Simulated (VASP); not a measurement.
# MgS (F-43m) in VASP: further runs

The runs below take MgS through single point, with LDA.

Everything below comes from runs of VASP 6.6.1. Logs are shortened: lines on timing, memory, paths and dates and some standing lists are left out, and cuts for length are marked.

## Step 1: The structure

It takes space group F-43m (No. 216, cubic). The conventional cell has a = 5.666 Å, b = 5.666 Å, c = 5.666 Å, α = 90.00°, β = 90.00°, γ = 90.00°. Around S (site symmetry -43m) lie 4 Mg at 2.45 Å. Mg (site symmetry -43m) is surrounded by 4 S at 2.45 Å.

The cell comes from a database or a generator and needn't be the stable form of this composition.

## Step 2: Single point, LDA

File INCAR:

```
PREC = Accurate ; ENCUT = 450
EDIFF = 0.01 ; ISMEAR = 0
SIGMA = 0.05 ; LREAL = False
LASPH = True ; NELM = 100
ALGO = Normal ; ISIF = 2
LWAVE = False ; LCHARG = False
ADDGRID = False
```

File KPOINTS:

```
Automatic mesh
0
Gamma
  5 5 5
```

File POSCAR:

```
MgS
1.0
    0.0000000000      2.8331200468      2.8331200468
    2.8331200468      0.0000000000      2.8331200468
    2.8331200468      2.8331200468      0.0000000000
S Mg
1 1
Direct
    0.2346630000      0.2748010000      0.2357280000
   -0.0216520000      0.0237760000     -0.0317750000
```

Potentials or basis: VASP PAW LDA potentials, release 64 (S, Mg).

Launch:

```sh
$ cat potpaw_LDA.64/S/POTCAR potpaw_LDA.64/Mg/POTCAR > POTCAR
$ mpirun -np 1 vasp_std > vasp.out
```

OUTCAR:

```text
PREC = Accurate
   ENCUT = 450
   EDIFF = 0.01
   ISMEAR = 0
   LREAL = False
   LASPH = True
   NELM = 100
   ISIF = 2

 Found     63 irreducible k-points:

 Following reciprocal coordinates:
            Coordinates               Weight
  0.000000  0.000000  0.000000      1.000000
  0.200000  0.000000  0.000000      2.000000
  0.000000  0.200000  0.000000      2.000000
  0.000000  0.000000  0.200000      2.000000
  0.200000  0.200000  0.200000      2.000000
  0.400000  0.000000  0.000000      2.000000
   k-points           NKPTS =     63   k-points in BZ     NKDIM =     63   number of bands    NBANDS=      8
   number of dos      NEDOS =    301   number of ions     NIONS =      2
   total plane-waves  NPLWV =  21952
   dimension x,y,z NGX =    28 NGY =   28 NGZ =   28
   dimension x,y,z NGXF=    56 NGYF=   56 NGZF=   56
   ions per type =               1   1
   NGX,Y,Z   is equivalent  to a cutoff of  11.62, 11.62, 11.62 a.u.
   NGXF,Y,Z  is equivalent  to a cutoff of  23.24, 23.24, 23.24 a.u.
 SYSTEM =  unknown system
   PREC   = accura    normal or accurate (medium, high low for compatibility)
   ISTART =      0    job   : 0-new  1-cont  2-samecut
   ICHARG =      2    charge: 1-file 2-atom 10-const
   ISPIN  =      1    spin polarized calculation?
   LNONCOLLINEAR =      F non collinear calculations
   LSORBIT =      F    spin-orbit coupling
   LASPH  =      T    aspherical Exc in radial PAW
   ENCUT  =  450.0 eV  33.07 Ry    5.75 a.u.   6.93  6.93  6.93*2*pi/ulx,y,z
   NELM   =    100;   NELMIN=  2; NELMDL= -5     # of ELM steps
   EDIFF  = 0.1E-01   stopping-criterion for ELM
   LREAL  =      F    real-space projection
   EDIFFG = 0.1E+00   stopping-criterion for IOM
   NSW    =      0    number of steps for IOM
   IBRION =     -1    ionic relax: 0-MD 1-quasi-New 2-CG
   NFREE  =      0    steps in history (QN), initial steepest desc. (CG)
   ISIF   =      2    stress and relaxation
   ISYM   =      2    0-nonsym 1-usesym 2-fastsym
   POTIM  = 0.5000    time-step for ionic-motion
   TEBEG  =    0.0;   TEEND  =   0.0 temperature during run
   PSTRESS=    0.0 pullay stress
   NELECT =       8.0000    total number of electrons
   NUPDOWN=      -1.0000    fix difference up-down
   EMIN   =  10.00;   EMAX   =-10.00  energy-range for DOS
   EFERMI =   0.00;   METHOD = LEGACY
   ISMEAR =     0;   SIGMA  =   0.05  broadening in eV -4-tet -1-fermi 0-gaus
   EFERMI_NEDOS =   21; number of points for ismear=-14 and -15
   IALGO  =     38    algorithm
   IMIX   =      4    mixing-type and parameters
     AMIX     =   0.40;   BMIX     =  1.00
     AMIX_MAG =   1.60;   BMIX_MAG =  1.00
  volume/ion in A,a.u.               =      22.74       153.46
  Fermi-wavevector in a.u.,A,eV,Ry     =   0.917269  1.733386 11.447692  0.841382
  Thomas-Fermi vector in A             =   2.042218
   LORBIT       =      0    0 simple, 1 ext, 2 COOP (PROOUT), +10 PAW based schemes
   GGA     = CA    functional components
   LHFCALC =     F    Hartree Fock is set to
   AEXX    =    0.0000 exact exchange contribution
   IVDW    =     0    specifies the selected vdW correction
   LEPSILON=     F    determine dielectric tensor
   LRPA    =     F    only Hartree local field effects (RPA)
 non-spin polarized calculation
 Gauss-broadening in eV      SIGMA  =   0.05
  energy-cutoff  :      450.00
  volume of cell :       45.48
 maximum number of plane-waves:       990
   NGX = 13   NGY = 13   NGZ = 13

 number of electron       8.0000000 magnetization

 Free energy of the ion-electron system (eV)
  ---------------------------------------------------
  ext. energy  EPLUGINS =         0.00000000
  ---------------------------------------------------
  free energy    TOTEN  =        -9.35569813 eV

  energy without entropy =       -9.35569813  energy(sigma->0) =       -9.35569813

 E-fermi :   1.2254     XC(G=0):  -8.7508

 val. band max:        0.9859545707   @ k =   0.0000   0.0000   0.0000
 cond. band min:       4.0540701858   @ k =   0.0000   0.0000   0.0000
 fundamental gap:      3.0681156151
 Fermi energy:         1.2254028216

 k-point     1 :       0.0000    0.0000    0.0000
  band No.  band energies     occupation
      1     -10.3659      2.00000
      2       0.7705      2.00000
      3       0.8432      2.00000
      4       0.9860      2.00000
      5       4.0541      0.00000
      6       8.6377      0.00000
      7       8.6434      0.00000
      8       8.6645      0.00000

 k-point     2 :       0.2000    0.0000    0.0000
  band No.  band energies     occupation
      1     -10.1496      2.00000
      2      -0.5904      2.00000
      3       0.6723      2.00000
      4       0.8430      2.00000
      5       5.3214      0.00000
      6       8.3514      0.00000
      7       8.8773      0.00000
      8       9.0072      0.00000

 k-point     3 :       0.0000    0.2000    0.0000
  band No.  band energies     occupation
      1     -10.1502      2.00000
      2      -0.5708      2.00000
      3       0.6561      2.00000
      4       0.8355      2.00000
      5       5.3239      0.00000
      6       8.3500      0.00000
      7       8.8678      0.00000
      8       8.9960      0.00000

 k-point     4 :       0.0000    0.0000    0.2000
  band No.  band energies     occupation
      1     -10.1483      2.00000
      2      -0.6306      2.00000
      3       0.7161      2.00000
      4       0.8480      2.00000
      5       5.3161      0.00000
      6       8.3608      0.00000
      7       8.9164      0.00000
      8       9.0069      0.00000

 k-point     5 :       0.2000    0.2000    0.2000
  band No.  band energies     occupation
      1     -10.1532      2.00000
      2      -0.4731      2.00000
      3       0.6518      2.00000
      4       0.7220      2.00000
      5       5.3364      0.00000
      6       8.3679      0.00000
      7       8.8384      0.00000
      8       8.9004      0.00000

 k-point     6 :       0.4000    0.0000    0.0000
  band No.  band energies     occupation
      1      -9.7458      2.00000
      2      -2.1209      2.00000
      3       0.4940      2.00000
      4       0.6602      2.00000
      5       5.7636      0.00000
      6       8.3784      0.00000
      7       8.5605      0.00000
      8       9.0705      0.00000

 [... further k-points ...]

------------------------ aborting loop because EDIFF is reached ----------------------------------------

  FORCE on cell =-STRESS in cart. coord.  units (eV):
  Direction    XX          YY          ZZ          XY          YZ          ZX
  --------------------------------------------------------------------------------------
  -------------------------------------------------------------------------------------
  Total       -0.4782528     -0.4950642     -0.4560637     -0.0623645     -0.2732242     -0.3609699
  in kB      -16.8477986    -17.4400292    -16.0661255     -2.1969642     -9.6250903    -12.7161780
  external PRESSURE =     -16.7846511 kB  Pullay stress =       0.0000000 kB

 VOLUME and BASIS-vectors are now :
 -----------------------------------------------------------------------------
  energy-cutoff  :      450.00
  volume of cell :       45.48
      direct lattice vectors                 reciprocal lattice vectors
     0.000000000  2.833120047  2.833120047    -0.176483874  0.176483874  0.176483874
     2.833120047  0.000000000  2.833120047     0.176483874 -0.176483874  0.176483874
     2.833120047  2.833120047  0.000000000     0.176483874  0.176483874 -0.176483874

 POSITION                                       TOTAL-FORCE (eV/Angst)
 -----------------------------------------------------------------------------------
      1.44639      1.33267      1.44337        -0.255039     -0.339199     -0.046085
      2.81046      5.51487      2.83914         0.255039      0.339199      0.046085
 -----------------------------------------------------------------------------------
    total drift:                                0.002672      0.002861      0.000836

  FREE ENERGIE OF THE ION-ELECTRON SYSTEM (eV)
  ---------------------------------------------------
  free  energy   TOTEN  =        -9.3556981275 eV

  energy  without entropy=       -9.3556981275  energy(sigma->0) =       -9.35569813
```

Run time: 8 s. Hardware: 1 thread of Intel Xeon Platinum 8488C (Sapphire Rapids), shared host; peak memory 0.14 GiB.

The run converged, but some of its settings lie outside the range that counts as converged, so its numbers aren't taken as properties of the crystal.

Results:

```yaml
Free_energy: -9.3557 eV
Pressure: -1.7 GPa
Largest_force: 0.427 eV/Å
Band_gap_on_the_k_mesh: 3.07 eV, direct
```

## Step 3: Single point, LDA

Changes to INCAR since step 2:

```diff
@@ -1,3 +1,3 @@
 PREC = Accurate ; ENCUT = 450
-EDIFF = 0.01 ; ISMEAR = 0
+EDIFF = 0.001 ; ISMEAR = 0
 SIGMA = 0.05 ; LREAL = False
```

KPOINTS is that of step 2.

File POSCAR:

```
MgS
1.0
    0.0000000000      2.8331200468      2.8331200468
    2.8331200468      0.0000000000      2.8331200468
    2.8331200468      2.8331200468      0.0000000000
S Mg
1 1
Direct
    0.2500000000      0.2500000000      0.2500000000
    0.0000000000      0.0000000000      0.0000000000
```

Potentials or basis: VASP PAW LDA potentials, release 64 (S, Mg).

Launch:

```sh
$ cat potpaw_LDA.64/S/POTCAR potpaw_LDA.64/Mg/POTCAR > POTCAR
$ mpirun -np 1 vasp_std > vasp.out
```

It took 2.3 s on 1 thread of Intel Xeon Platinum 8488C (Sapphire Rapids), shared host; peak memory 0.13 GiB.

These settings aren't checked as converged: the numbers below hold their error.

What came out:

```yaml
Free_energy: -9.3746 eV
Pressure: -2.3 GPa
Band_gap_on_the_k_mesh: 3.18 eV, direct
```

## Step 4: For comparison

An earlier run on the cell as given: functional PBEsol; potentials or basis VASP PAW PBE potentials, release 64 (S, Mg); cutoff 520 eV; k mesh 8 × 8 × 8; occupations fermi-dirac, width 0.05 eV; no spin polarisation.

* Pressure: -0.5 GPa
* Band gap on the k mesh: 3.29 eV, direct
